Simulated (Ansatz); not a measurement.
The system is Sb.

```
Sb
1.0
    -1.57654    1.57654    2.71194
     1.57654   -1.57654    2.71194
     1.57654    1.57654   -2.71194
Sb
1
Direct
  0.00000 0.00000 0.00000
```

This isn't the form of Sb at room conditions, which is rhombohedral.

Program: Ansatz 0.2.0. Alike in all runs: potentials or basis Ansatz PAW; cell as given; cutoff (eV) 420; smearing fermi-dirac 0.05 eV; the mesh is coarse, so values aren't converged.

**Question.** Order these runs on this cell by their pressure, lowest first.
A. level HSE06; spin SOC, no magnetisation; k mesh 5 × 5 × 5
B. level HF; spin off; k mesh 6 × 6 × 6
C. level HSEsol; spin off; k mesh 6 × 6 × 6; points for each segment of the path 4

**Answer.** C (-2.4 GPa), A (-0.2 GPa), B (4.8 GPa).

Caveats: all runs use coarse meshes; the PAW data sets come from PBE, with cores solved anew for the run's functional, which leaves a small shift of forces and pressure; the thresholds are loose for stress.
